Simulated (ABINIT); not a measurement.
Write the native input for ABINIT 10.8.3 (patched build) that does the following.

| Item | Value |
| --- | --- |
| Task | single point |
| Functional | PBE |
| Potentials or basis | JTH PAW PBE v2.0 |
| Cutoff | 626 eV |
| k mesh | 9 × 9 × 9 |
| Occupations | fermi-dirac, width 0.05 eV |
| Spin | no spin polarisation |
| Fine-grid cutoff | 1224.51 eV |

Crystal: PbO2.

```
CELL_PARAMETERS angstrom
0.00000 2.70199 2.70199
2.70199 0.00000 2.70199
2.70199 2.70199 0.00000
ATOMIC_POSITIONS crystal
Pb 0.00000 0.00000 0.00000
O 0.75000 0.75000 0.75000
O 0.25000 0.25000 0.25000
```

The cell comes from a database or a generator and needn't be the stable form of this composition.

One way to write it, as run:

run.abi

```
pp_dirpath "./"
pseudos "Pb.GGA_PBE-JTH.xml, O.GGA_PBE-JTH.xml"

acell 3*1.0
rprim
     0.0000000000     5.1060248709     5.1060248709
     5.1060248709     0.0000000000     5.1060248709
     5.1060248709     5.1060248709     0.0000000000
ntypat 2
znucl 82 8
natom 3
typat 1 2 2
xred
     0.0000000000     0.0000000000     0.0000000000
     0.7500000000     0.7500000000     0.7500000000
     0.2500000000     0.2500000000     0.2500000000

ecut 625.861884 eV
pawecutdg 45.0
pawxcdev 0

kptopt 1
ngkpt 9 9 9
nshiftk 1
shiftk 0.0 0.0 0.0

ixc 11

nband 17
occopt 3
tsmear 0.05 eV

nstep 100
tolvrs 1.0e-9

iomode 3
prtwf 0
prtden 0
prteig 0
prtebands 0
enunit 1
```

Potentials or basis: JTH PAW PBE v2.0.

Launch:

```bash
$ abinit run.abi > log 2>&1
```

It gave:

```
Pressure                                              : 0.5 GPa
Band gap on the k mesh                                : none (metal or under the smearing width)
Valence electrons inside the program's atomic spheres : Pb 11.21; O 4.49
```

Run time: 53 s on 1 thread of Arm Neoverse V2 (shared host), peak memory 0.13 GiB.
